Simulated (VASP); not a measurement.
Be, 1 atom in the cell. It takes space group Im-3m (No. 229, cubic). The conventional cell has a = 2.506 Å, b = 2.506 Å, c = 2.506 Å, α = 90.00°, β = 90.00°, γ = 90.00°. Be (site symmetry m-3m) has 8 Be at 2.17 Å as nearest neighbours. This isn't the form of Be at room conditions, which is hcp.

| Quantity | Value |
| --- | --- |
| Program | VASP 6.6.1 |
| Task | relaxation of cell and atoms |
| Functional | RPBE |
| Dispersion | D3(BJ) |
| Potentials or basis | VASP PAW PBE potentials, release 64 (Be) |
| Cutoff | 580 eV |
| k mesh | 15 × 15 × 15 |
| Occupations | fermi-dirac, width 0.1 eV |
| Spin | no spin polarisation |
| Optimiser | vasp |
| Further INCAR settings | ALGO = Normal; EDIFF = 1.00e-07; IBRION = 2; EDIFFG = -1.00e-02; NSW = 40; ISIF = 3 |

Potentials or basis: VASP PAW PBE potentials, release 64 (Be).

The run is started by

```bash
$ python run.py
```

Hardware: 1 thread of AMD EPYC 7R13 Processor (Zen 3), on a shared host.

Problem. How long does it take, and how much memory?

Solution. Wall time 16 s on 1 thread of AMD EPYC 7R13 Processor (Zen 3), on a shared host, peak memory 0.1 GiB. Counts: scf iterations 26, k points 120, ion steps 4.
